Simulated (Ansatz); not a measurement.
## Trial structures and their relaxed properties

All numbers below come from DFT r2SCAN, scalar-relativistic, plane waves, PAW in Ansatz 0.2.0. Settings: cutoff 500 eV, Γ-centred meshes no coarser than 0.19 Å⁻¹ for metals and 0.3 Å⁻¹ for insulators (2π included), Gaussian smearing.

Each formula was placed on the sites of the named type and relaxed at zero pressure without lowering the symmetry. No run is spin-polarised. The smearing is 0.1 eV for metals and 0.01 to 0.02 eV otherwise. The zero of energy is the elements' standard structures at the same level; no fitted shifts are applied.

For metals, differences of a few meV/atom aren't resolved. Weakly bound directions are ill-defined at this level, which has no dispersion term (Se Cmce).

```csv
formula,started on type,final group,a or a / b (Å),c (Å),V (Å³/atom),E over elements (eV/atom),gap on mesh (eV)
Se,simple cubic,Pm-3m,2.82,2.82,22.3,0.26,0.00
Se,black phosphorus,Cmce,4.09 / 12.82,4.89,32.0,0.30,0.00
P,diamond,Fd-3m,5.43,5.43,20.0,0.66,0.00
P,lonsdaleite,P6/mmm,?,?,?,0.33,0.00
Se,fcc,Fm-3m,?,?,?,0.90,0.00
P,omega,P6/mmm,4.46,2.51,14.4,?,0.00
Se,beta-tin,I4_1/amd,5.05,3.82,24.3,?,0.00
P,beta-tungsten (A15),Pm-3n,4.92,4.92,14.9,1.13,0.00
```

(1) Cell and volume of P on the lonsdaleite type?

(2) Cell and volume of Se on the fcc type?

(3) E over elements (eV/atom) of P on the omega type?

(4) E over elements (eV/atom) of Se on the beta-tin type?

## Answers

(1) a = 4.06 Å, c = 2.33 Å, V = 16.6 Å³/atom

(2) a = 4.34 Å, c = 4.34 Å, V = 20.4 Å³/atom

(3) 0.89

(4) 0.34